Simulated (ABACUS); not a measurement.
Set up this calculation in ABACUS 3.10.1, as an ASE script.

```
Task                                          : single point
Functional                                    : PBE
Potentials or basis                           : PseudoDojo NC FR 0.4 PBE stringent
Cutoff                                        : 1429 eV
Density cutoff                                : 5714 eV
Basis                                         : DZP LCAO (the cutoffs set its grid)
k mesh                                        : 6 × 6 × 6
Occupations                                   : fermi-dirac, width 0.05 eV
Spin                                          : spin-orbit coupling, no magnetisation
Orbital files                                 : As As_confined-atom_7au_3s3p2d.orb
Radial cutoff of the potentials (pseudo_rcut) : 10 bohr
SCF threshold on the density                  : 1e-07
Max SCF steps                                 : 100
Eigensolver                                   : scalapack_gvx
Mixing                                        : broyden
Mixing share                                  : 0.4
Symmetry key                                  : 0
Bands                                         : 68
```

The structure of As lies in As.cif:

```cif
data_As
_cell_length_a 3.76159380
_cell_length_b 3.76159380
_cell_length_c 10.54218598
_cell_angle_alpha 90.00000000
_cell_angle_beta 90.00000000
_cell_angle_gamma 120.00000000
_space_group_name_H-M_alt 'R-3m'
_space_group_name_Hall '-R 3 2"'
_space_group_IT_number 166
loop_
_space_group_symop_operation_xyz
'x,y,z'
'-x,-y,-z'
'-y,x-y,z'
'y,-x+y,-z'
'-x+y,-x,z'
'x-y,x,-z'
'y,x,-z'
'-y,-x,z'
'x-y,-y,-z'
'-x+y,y,z'
'-x,-x+y,-z'
'x,x-y,z'
'x+2/3,y+1/3,z+1/3'
'-x+2/3,-y+1/3,-z+1/3'
'-y+2/3,x-y+1/3,z+1/3'
'y+2/3,-x+y+1/3,-z+1/3'
'-x+y+2/3,-x+1/3,z+1/3'
'x-y+2/3,x+1/3,-z+1/3'
'y+2/3,x+1/3,-z+1/3'
'-y+2/3,-x+1/3,z+1/3'
'x-y+2/3,-y+1/3,-z+1/3'
'-x+y+2/3,y+1/3,z+1/3'
'-x+2/3,-x+y+1/3,-z+1/3'
'x+2/3,x-y+1/3,z+1/3'
'x+1/3,y+2/3,z+2/3'
'-x+1/3,-y+2/3,-z+2/3'
'-y+1/3,x-y+2/3,z+2/3'
'y+1/3,-x+y+2/3,-z+2/3'
'-x+y+1/3,-x+2/3,z+2/3'
'x-y+1/3,x+2/3,-z+2/3'
'y+1/3,x+2/3,-z+2/3'
'-y+1/3,-x+2/3,z+2/3'
'x-y+1/3,-y+2/3,-z+2/3'
'-x+y+1/3,y+2/3,z+2/3'
'-x+1/3,-x+y+2/3,-z+2/3'
'x+1/3,x-y+2/3,z+2/3'
loop_
_atom_site_label
_atom_site_type_symbol
_atom_site_symmetry_multiplicity
_atom_site_Wyckoff_symbol
_atom_site_fract_x
_atom_site_fract_y
_atom_site_fract_z
_atom_site_occupancy
As1 As 6 c 0.0000000000 0.0000000000 0.2260000000 1
```

One way to write it, as run:

run_abacus.py

```python
"""ABACUS run from a structure file: ASE reads it, the script writes STRU, KPT and INPUT."""
import re
import subprocess
import spglib
from ase import Atoms
from ase.io import read
from ase.units import Bohr

atoms = read("As.cif")
cell, frac, numbers = spglib.standardize_cell((atoms.cell[:], atoms.get_scaled_positions(), atoms.numbers), to_primitive=True, symprec=1e-4)
atoms = Atoms(numbers=numbers, cell=cell, scaled_positions=frac, pbc=True)  # the primitive cell
atoms = atoms[(-atoms.numbers).argsort(kind="stable")]  # ABACUS lists atoms element by element
pseudo = {'As': 'As.upf'}
orbital = {'As': 'As_confined-atom_7au_3s3p2d.orb'}
magmoms = None
kmesh = [6, 6, 6]
params = {
    'suffix': 'As',
    'calculation': 'scf',
    'basis_type': 'lcao',
    'pseudo_dir': './',
    'orbital_dir': './',
    'symmetry': 0,
    'dft_functional': 'pbe',
    'ecutwfc': 105,
    'pseudo_rcut': 10,
    'nspin': 4,
    'nbands': 68,
    'ks_solver': 'scalapack_gvx',
    'smearing_method': 'fd',
    'smearing_sigma': 0.00367493,
    'scf_thr': 1e-07,
    'scf_nmax': 100,
    'mixing_type': 'broyden',
    'mixing_beta': 0.4,
    'cal_force': 1,
    'cal_stress': 1,
    'noncolin': 0,
    'lspinorb': 1,
    'out_mul': 1,
    'out_chg': 1,
}

symbols = atoms.get_chemical_symbols()
elements = list(dict.fromkeys(symbols))
lines = ["ATOMIC_SPECIES"] + [f"{e} {atoms.get_masses()[symbols.index(e)]:.4f} {pseudo[e]}" for e in elements]
if orbital:
    lines += ["", "NUMERICAL_ORBITAL"] + [orbital[e] for e in elements]
lines += ["", "LATTICE_CONSTANT", f"{1 / Bohr:.10f}", "", "LATTICE_VECTORS"]
lines += [" ".join(f"{x:.10f}" for x in v) for v in atoms.cell]
lines += ["", "ATOMIC_POSITIONS", "Direct"]
for e in elements:
    lines += ["", e, "0.0", str(symbols.count(e))]
    for i, p in enumerate(atoms.get_scaled_positions(wrap=False)):
        if symbols[i] == e:
            mag = "" if magmoms is None else " mag " + " ".join(str(x) for x in (magmoms[i] if isinstance(magmoms[i], list) else [magmoms[i]]))
            lines.append(" ".join(f"{x:.10f}" for x in p) + " 1 1 1" + mag)
open("STRU", "w").write("\n".join(lines) + "\n")
open("KPT", "w").write("K_POINTS\n0\nGamma\n%d %d %d 0 0 0\n" % tuple(kmesh))
open("INPUT", "w").write("INPUT_PARAMETERS\n" + "".join(f"{k:<20s}{v}\n" for k, v in params.items()))

done = subprocess.run(['mpirun', '-np', '4', 'abacus'])
if done.returncode:
    raise SystemExit(done.returncode)
log = open("OUT.As/running_scf.log").read()
print("final energy (eV):", re.findall(r"FINAL_ETOT_IS (\S+)", log))
```

Potentials or basis: PseudoDojo NC FR 0.4 PBE stringent, DZP LCAO (the cutoffs set its grid).

Command:

```bash
$ OMP_NUM_THREADS=1 python run_abacus.py > log
```

It gave:

The pressure is 4.8 GPa. The largest force is 0.494 eV/Å. The band gap on the k mesh is none (metal or under the smearing width).

Caveat: the atomic orbitals were generated for these runs and aren't a published set; the basis of atomic orbitals isn't converged, which shifts pressures, moduli and gaps.

Wall time 59 s on 4 MPI ranks on Intel(R) Xeon(R) Platinum 8259CL CPU @ 2.50GHz (Skylake/Cascade Lake), with other jobs on the host, peak memory 3.4 GiB a rank.
